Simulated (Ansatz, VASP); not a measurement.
**One calculation of Hf, two programs**

The input INCAR:

```
SYSTEM = Hf
  PREC = Accurate
  ENCUT = 520
  EDIFF = 1E-8
  ISMEAR = -1
  SIGMA = 0.05
  LREAL = .FALSE.
  LASPH = .TRUE.
  NELM = 80
  ALGO = Normal
  ISIF = 2
  LWAVE = .FALSE.
  LCHARG = .FALSE.
  GGA = PE
  LEFG = .TRUE.
  NBANDS = 11
```

KPOINTS

```
regular mesh
0
G
  13 13 13
  0 0 0
```

Contents of POSCAR:

```
Hf
1.0
    0.0000000000      2.2235570997      2.2235570997
    2.2235570997      0.0000000000      2.2235570997
    2.2235570997      2.2235570997      0.0000000000
Hf
1
Direct
    0.0000000000      0.0000000000      0.0000000000
```

Input for Ansatz:

```yaml
crystal:
  lattice:
    - [0.0, 2.2235570997, 2.2235570997]
    - [2.2235570997, 0.0, 2.2235570997]
    - [2.2235570997, 2.2235570997, 0.0]
  atoms:
    - { symbol: Hf, position: [0.0, 0.0, 0.0] }
kpoints:
  mp_grid: { grid: [13, 13, 13] }
scf:
  occupations: { method: fermi_dirac, width: 0.05 }
hamiltonian:
  xc: pbe
  pseudopotentials: { kind: paw }
output:
  forces: true
  stress: true
  eigenvalues: true
  efg: { contact_densities: true }
```

Change from the starting cell: volume scaled by 0.975, PAW files.

Alike in both runs: task electric field gradients; functional PBE; k mesh 13 × 13 × 13; occupations fermi-dirac, width 0.05 eV; no spin polarisation.

|  | VASP | Ansatz |
| --- | --- | --- |
| version | VASP 6.6.1 | Ansatz 0.2.0 |
| potentials or method | VASP PAW PBE potentials, release 64 (Hf_pv) | PAW with Ansatz's default frozen-core files, scalar-relativistic |
| plane-wave cutoff (eV) | 520 | 420 |
| valence electrons in the cell | 10 | 26 |

Ansatz gave:

| Quantity | Value |
| --- | --- |
| pressure (GPa) | 2.7 |
| Vzz of the field gradient on the site that differs most (V/Å²) | 0.0 |

**Question.** Estimate VASP's values.

**Answer.** Pressure (GPa): 2.3; Vzz of the field gradient on the site that differs most (V/Å²): 0.0.

The two sets of potentials don't hold the same shells in valence. Ansatz warned: «gradients_without_spin_orbit».

The runs have no spin-orbit coupling, so splittings on Hf are missing.
